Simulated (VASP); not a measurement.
# Te2Mo (P6_3/mmc) in VASP: settings compared, part 2 of 2

VASP 6.6.1. The steps go on from the part before.

### 3 Relaxation of cell and atoms, LDA

This run uses another cell than the first one, of 24.01 Å³/atom, 0.962 times its volume.

Contents of INCAR:

```
SYSTEM = Te2Mo
ALGO = Normal
EDIFF = 1E-7
EDIFFG = -0.005
ENCUT = 600
GGA = CA
IBRION = 2
ISIF = 3
ISMEAR = 0
KPAR = 2
LASPH = .True.
LCHARG = .False.
LREAL = .False.
LWAVE = .False.
NELM = 80
NSW = 90
PREC = Accurate
SIGMA = 0.03
```

Contents of KPOINTS:

```
k-points
0
Gamma
  9 9 2
  0 0 0
```

Contents of POSCAR:

```
Te2Mo                                   
1.0
    3.4755287640     -0.0000000000      0.0000000000
   -1.7377643820      3.0098962012     -0.0000000000
   -0.0000000000      0.0000000000     13.7704706663
  Te              Mo            
     4     2
Direct
     0.3333333332999970    0.6666666667000030    0.6193975500260722
     0.6666666667000030    0.3333333332999970    0.1193975500260722
     0.3333333332999970    0.6666666667000030    0.8806024499739278
     0.6666666667000030    0.3333333332999970    0.3806024499739277
     0.3333333332999970    0.6666666667000030    0.2500000000000000
     0.6666666667000030    0.3333333332999970    0.7500000000000000
```

Potentials or basis: VASP PAW LDA potentials, release 64 (Te, Mo_sv).

Run with:

```console
> cat potpaw_LDA.64/Te/POTCAR potpaw_LDA.64/Mo_sv/POTCAR > POTCAR
> mpirun -np 2 vasp_std > vasp.out
```

OUTCAR:

```text
SYSTEM = Te2Mo
   EDIFF = 1E-7
   EDIFFG = -0.005
   ENCUT = 600
   GGA = CA
   IBRION = 2
   ISIF = 3
   ISMEAR = 0
   LASPH = .True.
   LREAL = .False.
   NELM = 80
   NSW = 90
   PREC = Accurate

 ion  position               nearest neighbor table
   1  0.333  0.667  0.619-   6 2.69   6 2.69   6 2.69   3 3.60
   2  0.667  0.333  0.119-   5 2.69   5 2.69   5 2.69   4 3.60
   3  0.333  0.667  0.881-   6 2.69   6 2.69   6 2.69   1 3.60
   4  0.667  0.333  0.381-   5 2.69   5 2.69   5 2.69   2 3.60
   5  0.333  0.667  0.250-   2 2.69   4 2.69   2 2.69   4 2.69   2 2.69   4 2.69
   6  0.667  0.333  0.750-   1 2.69   3 2.69   1 2.69   3 2.69   1 2.69   3 2.69

  LATTYP: Found a hexagonal cell.
 ALAT       =     3.4755287640
 C/A-ratio  =     3.9621224859

  Lattice vectors:

 A1 = (   3.4755287640,   0.0000000000,   0.0000000000)
 A2 = (  -1.7377643820,   3.0098962012,   0.0000000000)
 A3 = (   0.0000000000,   0.0000000000,  13.7704706663)

Analysis of symmetry for initial positions (statically):
=====================================================================
 Subroutine PRICEL returns:
 Original cell was already a primitive cell.

 Routine SETGRP: Setting up the symmetry group for a
 hexagonal supercell.

 Subroutine GETGRP returns: Found 24 space group operations
 (whereof 12 operations were pure point group operations)
 out of a pool of 24 trial point group operations.

The static configuration has the point symmetry D_3d.
 The point group associated with its full space group is D_6h.

Analysis of symmetry for dynamics (positions and initial velocities):
=====================================================================
 Subroutine PRICEL returns:
 Original cell was already a primitive cell.

 Routine SETGRP: Setting up the symmetry group for a
 hexagonal supercell.

 Subroutine GETGRP returns: Found 24 space group operations
 (whereof 12 operations were pure point group operations)
 out of a pool of 24 trial point group operations.

The dynamic configuration has the point symmetry D_3d.
 The point group associated with its full space group is D_6h.

 Subroutine INISYM returns: Found 24 space group operations
 (whereof 12 operations are pure point group operations),
 and found     1 'primitive' translations

----------------------------------------------------------------------------------------

                                     Primitive cell

  volume of cell :     144.0526

  direct lattice vectors                    reciprocal lattice vectors
     3.475528764  0.000000000  0.000000000     0.287726003  0.166118685  0.000000000
    -1.737764382  3.009896201  0.000000000     0.000000000  0.332237371  0.000000000
     0.000000000  0.000000000 13.770470666     0.000000000  0.000000000  0.072619159

  length of vectors
     3.475528764  3.475528764 13.770470666     0.332237371  0.332237371  0.072619159

  position of ions in fractional coordinates (direct lattice)
     0.333333333  0.666666667  0.619397550
     0.666666667  0.333333333  0.119397550
[... 130 lines left out ...]
  ext. energy  EPLUGINS =         0.00000000
  ---------------------------------------------------
  free energy    TOTEN  =       -41.26413099 eV

  energy without entropy =      -41.26413099  energy(sigma->0) =      -41.26413099

------------------------ aborting loop because EDIFF is reached ----------------------------------------

  FORCE on cell =-STRESS in cart. coord.  units (eV):
  Direction    XX          YY          ZZ          XY          YZ          ZX
  --------------------------------------------------------------------------------------
  -------------------------------------------------------------------------------------
  Total       -0.0447468     -0.0447468      0.0345313      0.0000000      0.0000000      0.0000000
  in kB       -0.4976813     -0.4976813      0.3840627      0.0000000      0.0000000      0.0000000
  external PRESSURE =      -0.2037666 kB  Pullay stress =       0.0000000 kB

 VOLUME and BASIS-vectors are now :
 -----------------------------------------------------------------------------
  energy-cutoff  :      600.00
  volume of cell :      144.05
      direct lattice vectors                 reciprocal lattice vectors
     3.475528764  0.000000000  0.000000000     0.287726003  0.166118685  0.000000000
    -1.737764382  3.009896201  0.000000000     0.000000000  0.332237371  0.000000000
     0.000000000  0.000000000 13.770470666     0.000000000  0.000000000  0.072619159

 POSITION                                       TOTAL-FORCE (eV/Angst)
 -----------------------------------------------------------------------------------
     -0.00000      2.00660      8.52940        -0.000000      0.000000     -0.006657
      1.73776      1.00330      1.64416         0.000000     -0.000000     -0.006657
     -0.00000      2.00660     12.12631        -0.000000      0.000000      0.006657
      1.73776      1.00330      5.24107         0.000000     -0.000000      0.006657
     -0.00000      2.00660      3.44262        -0.000000      0.000000      0.000000
      1.73776      1.00330     10.32785         0.000000     -0.000000      0.000000
 -----------------------------------------------------------------------------------
    total drift:                                0.000000     -0.000000      0.000000

  FREE ENERGIE OF THE ION-ELECTRON SYSTEM (eV)
  ---------------------------------------------------
  free  energy   TOTEN  =       -41.2641309923 eV

  energy  without entropy=      -41.2641309923  energy(sigma->0) =      -41.26413099

--------------------------------------- Ionic step        2  -------------------------------------------

 number of electron      51.9999999 magnetization

 Free energy of the ion-electron system (eV)
  ---------------------------------------------------
  ext. energy  EPLUGINS =         0.00000000
  ---------------------------------------------------
  free energy    TOTEN  =       -41.26415612 eV

  energy without entropy =      -41.26415612  energy(sigma->0) =      -41.26415612

 E-fermi :   8.8722     XC(G=0): -10.8526

 val. band max:        8.5553226308   @ k =   0.0000   0.0000   0.0000
 cond. band min:       9.2603166462   @ k =   0.2222   0.2222   0.0000
 fundamental gap:      0.7049940154
 Fermi energy:         8.8721877104

 k-point     1 :       0.0000    0.0000    0.0000
  band No.  band energies     occupation
      1     -51.8952      2.00000
      2     -51.8952      2.00000
      3     -26.2831      2.00000
      4     -26.2831      2.00000
      5     -26.1143      2.00000
      6     -26.1143      2.00000
[... 805 lines left out ...]
     30      10.1190      0.00000
     31      11.0043      0.00000

------------------------ aborting loop because EDIFF is reached ----------------------------------------

  FORCE on cell =-STRESS in cart. coord.  units (eV):
  Direction    XX          YY          ZZ          XY          YZ          ZX
  --------------------------------------------------------------------------------------
  -------------------------------------------------------------------------------------
  Total       -0.0002457     -0.0002457      0.0063172      0.0000000      0.0000000      0.0000000
  in kB       -0.0027337     -0.0027337      0.0702916      0.0000000      0.0000000      0.0000000
  external PRESSURE =       0.0216080 kB  Pullay stress =       0.0000000 kB

 VOLUME and BASIS-vectors are now :
 -----------------------------------------------------------------------------
  energy-cutoff  :      600.00
  volume of cell :      143.99
      direct lattice vectors                 reciprocal lattice vectors
     3.474278324  0.000000000  0.000000000     0.287829560  0.166178474  0.000000000
    -1.737139162  3.008813289  0.000000000     0.000000000  0.332356947  0.000000000
    -0.000000000  0.000000000 13.774293993     0.000000000  0.000000000  0.072599002

 POSITION                                       TOTAL-FORCE (eV/Angst)
 -----------------------------------------------------------------------------------
     -0.00000      2.00588      8.53144        -0.000000      0.000000     -0.001784
      1.73714      1.00294      1.64430         0.000000     -0.000000     -0.001784
     -0.00000      2.00588     12.13000        -0.000000      0.000000      0.001784
      1.73714      1.00294      5.24285         0.000000     -0.000000      0.001784
     -0.00000      2.00588      3.44357         0.000000      0.000000      0.000000
      1.73714      1.00294     10.33072        -0.000000      0.000000      0.000000
 -----------------------------------------------------------------------------------
    total drift:                                0.000000     -0.000000      0.000000

  FREE ENERGIE OF THE ION-ELECTRON SYSTEM (eV)
  ---------------------------------------------------
  free  energy   TOTEN  =       -41.2641561237 eV

  energy  without entropy=      -41.2641561237  energy(sigma->0) =      -41.26415612

 reached required accuracy - stopping structural energy minimisation
```

Run time: 1.7 min. Hardware: 2 MPI ranks of Intel Xeon 6975P-C (Granite Rapids), shared host; peak memory 0.29 GiB.

What came out:

| Item | Value |
| --- | --- |
| Free energy | -41.2642 eV |
| Relaxed volume | 24.00 Å³/atom |
| Relaxed cell | a = 3.474 Å, b = 3.474 Å, c = 13.774 Å, α = 90.00°, β = 90.00°, γ = 120.00° |
| Space group after relaxing (to 0.05 Å) | P6_3/mmc (No. 194) |
| Energy gained by relaxing | 0.0 meV/atom |
| Ionic steps | 2 |
| Pressure after relaxing | 0.0 GPa |
| Band gap on the k mesh | 0.71 eV, indirect (least direct gap 1.10 eV) |

Final structure:
```
Te Mo
1.0
     3.47428    0.00000    0.00000
    -1.73714    3.00881    0.00000
     0.00000    0.00000   13.77429
Te Mo
4 2
Direct
  0.33333 0.66667 0.61937
  0.66667 0.33333 0.11937
  0.33333 0.66667 0.88063
  0.66667 0.33333 0.38063
  0.33333 0.66667 0.25000
  0.66667 0.33333 0.75000
```

Levels at points of the mesh, in eV from the valence-band top:
```
           k point  band 23  band 24  band 25  band 26  band 27  band 28  band 29  band 30
(0.00, 0.00, 0.00)    -1.03    -1.03    -0.25     0.00     3.00     3.00     3.15     3.15
(0.00, 0.00, 0.50)    -1.05    -1.05    -0.07    -0.07     3.04     3.04     3.04     3.04
```

Caveat: spin-orbit coupling is left out, which moves the levels of the heavy elements; an odd mesh through Γ misses points on the zone boundary, where band edges often lie.

### 4 Relaxation of cell and atoms, rev-vdW-DF2

Contents of INCAR:

```
SYSTEM = Te2Mo
PREC = Accurate ; ENCUT = 600
EDIFF = 1E-6 ; ISMEAR = 0
SIGMA = 0.03 ; LREAL = .False.
LASPH = .True. ; NELM = 80
ALGO = Normal ; ISIF = 3
LWAVE = .False. ; LCHARG = .False.
GGA = MK ; LUSE_VDW = .True.
AGGAC = 0.0 ; PARAM1 = 0.1234
PARAM2 = 0.711357 ; ZAB_VDW = -1.8867
IBRION = 2 ; NSW = 90
EDIFFG = -0.01 ; KPAR = 2
```

Contents of KPOINTS:

```
regular mesh
0
Gamma
  9 9 2
  0 0 0
```

Contents of POSCAR:

```
Te2Mo
1.0
    3.5182000000      0.0000000000      0.0000000000
   -1.7591000000      3.0468505756      0.0000000000
    0.0000000000      0.0000000000     13.9736000000
Te Mo
4 2
Direct
    0.3333333333      0.6666666667      0.6210000000
    0.6666666667      0.3333333333      0.1210000000
    0.3333333333      0.6666666667      0.8790000000
    0.6666666667      0.3333333333      0.3790000000
    0.3333333333      0.6666666667      0.2500000000
    0.6666666667      0.3333333333      0.7500000000
```

Potentials or basis: VASP PAW PBE potentials, release 64 (Te, Mo_sv).

Run with:

```console
> cat potpaw_PBE.64/Te/POTCAR potpaw_PBE.64/Mo_sv/POTCAR > POTCAR
> mpirun -np 2 vasp_std > vasp.out
```

Wall time 11 min (2 MPI ranks of Intel Xeon 6975P-C (Granite Rapids), shared host); peak memory 0.78 GiB.

Results (log left out):

```
Free energy                            : -24.3341 eV
Relaxed volume                         : 25.31 Å³/atom
Relaxed cell                           : a = 3.533 Å, b = 3.533 Å, c = 14.048 Å, α = 90.00°, β = 90.00°, γ = 120.00°
Space group after relaxing (to 0.05 Å) : P6_3/mmc (No. 194)
Energy gained by relaxing              : 2.2 meV/atom
Ionic steps                            : 7
Pressure after relaxing                : 0.1 GPa
Band gap on the k mesh                 : 0.77 eV, indirect (least direct gap 1.03 eV)
```

Forces in eV/Å, atoms in the order of the input:
```
Te   0.000  0.000  0.002
Te   0.000  0.000  0.002
Te   0.000  0.000 -0.002
Te   0.000  0.000 -0.002
Mo   0.000  0.000  0.000
Mo   0.000  0.000  0.000
```

Step by step:
| step | energy change (eV) | largest force (eV/Å) | pressure (GPa) | volume (Å³) |
| --- | --- | --- | --- | --- |
| 1 | 0.0000 | 0.2480 | 1.66 | 149.79 |
| 2 | 0.0253 | 0.4388 | -2.60 | 155.47 |
| 3 | -0.0132 | 0.0183 | 0.02 | 151.85 |
| 4 | -0.0132 | 0.0130 | 0.00 | 151.81 |
| 5 | -0.0099 | 0.1142 | 0.85 | 150.80 |
| 6 | -0.0132 | 0.0083 | 0.09 | 151.77 |
| 7 | -0.0133 | 0.0020 | 0.06 | 151.88 |

Final structure:
```
CELL_PARAMETERS angstrom
3.53329 0.00000 0.00000
-1.76664 3.05992 0.00000
0.00000 0.00000 14.04815
ATOMIC_POSITIONS crystal
Te 0.33333 0.66667 0.62074
Te 0.66667 0.33333 0.12074
Te 0.33333 0.66667 0.87926
Te 0.66667 0.33333 0.37926
Mo 0.33333 0.66667 0.25000
Mo 0.66667 0.33333 0.75000
```

Levels at points of the mesh, in eV from the valence-band top:
```csv
k point,band 22,band 23,band 24,band 25,band 26,band 27,band 28,band 29,band 30,band 31
"(0.00, 0.00, 0.00)",-1.02,-0.98,-0.98,-0.32,0.00,2.85,2.85,2.98,2.98,3.05
"(0.00, 0.00, 0.50)",-1.00,-1.00,-1.00,-0.08,-0.08,2.88,2.88,2.88,2.88,3.20
```

Caveat: the PAW data sets were made with another functional, which shifts forces and pressure a little; spin-orbit coupling is left out, which moves the levels of the heavy elements; an odd mesh through Γ misses points on the zone boundary, where band edges often lie.

### 5 Relaxation of cell and atoms, rev-vdW-DF2

This run uses another cell than the first one, of 25.31 Å³/atom, 1.014 times its volume.

INCAR: that of step 4 with these lines changed.

```diff
@@ -2,3 +2,3 @@
 PREC = Accurate ; ENCUT = 600
-EDIFF = 1E-6 ; ISMEAR = 0
+EDIFF = 1E-7 ; ISMEAR = 0
 SIGMA = 0.03 ; LREAL = .False.
@@ -11,2 +11,2 @@
 IBRION = 2 ; NSW = 90
-EDIFFG = -0.01 ; KPAR = 2
+EDIFFG = -0.005 ; KPAR = 2
```

KPOINTS is that of step 4.

Contents of POSCAR:

```
Te2Mo                                   
1.0
    3.5332883511      0.0000000000     -0.0000000000
   -1.7666441755      3.0599174710     -0.0000000000
    0.0000000000     -0.0000000000     14.0481528708
  Te              Mo            
     4     2
Direct
     0.3333333332999970    0.6666666667000030    0.6207380608200002
     0.6666666667000030    0.3333333332999970    0.1207380608200001
     0.3333333332999970    0.6666666667000030    0.8792619391799998
     0.6666666667000030    0.3333333332999970    0.3792619391799999
     0.3333333332999970    0.6666666667000030    0.2500000000000000
     0.6666666667000030    0.3333333332999970    0.7500000000000000
```

Run with:

```console
> cat potpaw_PBE.64/Te/POTCAR potpaw_PBE.64/Mo_sv/POTCAR > POTCAR
> mpirun -np 2 vasp_std > vasp.out
```

Run time: 11 min. Hardware: 2 MPI ranks of Intel Xeon 6975P-C (Granite Rapids), shared host; peak memory 0.78 GiB.

The run converged. Its results:

```
Free energy                            : -24.3346 eV
Relaxed volume                         : 25.37 Å³/atom
Relaxed cell                           : a = 3.535 Å, b = 3.535 Å, c = 14.067 Å, α = 90.00°, β = 90.00°, γ = 120.00°
Space group after relaxing (to 0.05 Å) : P6_3/mmc (No. 194)
Energy gained by relaxing              : 0.0 meV/atom
Ionic steps                            : 7
Pressure after relaxing                : 0.0 GPa
Band gap on the k mesh                 : 0.77 eV, indirect (least direct gap 1.02 eV)
```

Final structure:
```
Te Mo
1.0
     3.53462    0.00000    0.00000
    -1.76731    3.06107    0.00000
     0.00000    0.00000   14.06718
Te Mo
4 2
Cartesian
  0.0000 2.0407 8.7347
  1.7673 1.0204 1.7011
  0.0000 2.0407 12.3661
  1.7673 1.0204 5.3325
  0.0000 2.0407 3.5168
  1.7673 1.0204 10.5504
```

Levels at points of the mesh, in eV from the valence-band top:
| k point | band 23 | band 24 | band 25 | band 26 | band 27 | band 28 | band 29 | band 30 |
| --- | --- | --- | --- | --- | --- | --- | --- | --- |
| (0.00, 0.00, 0.00) | -0.98 | -0.98 | -0.33 | 0.00 | 2.85 | 2.85 | 2.98 | 2.98 |
| (0.00, 0.00, 0.50) | -1.00 | -1.00 | -0.08 | -0.08 | 2.88 | 2.88 | 2.88 | 2.88 |

Caveat: the PAW data sets were made with another functional, which shifts forces and pressure a little; spin-orbit coupling is left out, which moves the levels of the heavy elements; an odd mesh through Γ misses points on the zone boundary, where band edges often lie.
